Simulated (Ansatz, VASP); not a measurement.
# One calculation of Na, two programs

File INCAR:

```
ALGO     = Normal         # electronic algorithm
EDIFF    = 1E-6           # SCF threshold, eV
ENCUT    = 520            # plane-wave cutoff, eV
GGA      = PE             # functional
ISIF     = 2              # what is computed and relaxed
ISMEAR   = 1              # smearing method
LASPH    = True           # aspherical terms in the spheres
LCHARG   = False          # write CHGCAR
LREAL    = False          # projectors in reciprocal space
LWAVE    = False          # write WAVECAR
NBANDS   = 10             # bands
NELM     = 80             # most SCF steps
PREC     = Accurate       # precision mode
SIGMA    = 0.1            # smearing width, eV
```

The input KPOINTS:

```
k-points
0
Gamma
  11 11 11
```

Contents of POSCAR:

```
Na
1.0
   -2.0985562613      2.0985562613      2.0985562613
    2.0985562613     -2.0985562613      2.0985562613
    2.0985562613      2.0985562613     -2.0985562613
Na
1
Direct
    0.0000000000      0.0000000000      0.0000000000
```

Input for Ansatz:

```yaml
crystal:
  lattice:
    - [-2.0985562613, 2.0985562613, 2.0985562613]
    - [2.0985562613, -2.0985562613, 2.0985562613]
    - [2.0985562613, 2.0985562613, -2.0985562613]
  atoms:
    - { symbol: Na, position: [0.0, 0.0, 0.0] }
hamiltonian:
  xc: pbe
  pseudopotentials:
    kind: paw
    azcp:
      Na: "pseudopotentials/Na.paw.azcp"
basis:
  ecutwfc: 420
  fft_grid_basis: typed
kpoints:
  mp_grid: { grid: [11, 11, 11], shift: [0, 0, 0] }
magnetization:
  spin_polarized: false
scf:
  occupations: { method: cold, width: 0.1 }
  lower_state_search: "off"
output:
  stress: true
  write_density: true
  write_potential: true
  elf: true
  volumetric_format: npy
```

Alike in both runs: task single point; functional PBE; k mesh 11 × 11 × 11; no spin polarisation.

```csv
,VASP,Ansatz
version,VASP 6.6.1,Ansatz 0.2.0
potentials or method,"VASP PAW PBE potentials, release 64 (Na_pv)","plane waves (420 eV) with PAW, scalar-relativistic"
plane-wave cutoff (eV),520,420
occupations,"methfessel-paxton of order 1, width 0.1 eV","cold, width 0.1 eV"
valence electrons in the cell,7,9
```

```csv
,VASP,Ansatz,Ansatz less VASP
pressure (GPa),0.0,0.0,+0.02
```

The two sets of potentials don't hold the same shells in valence.
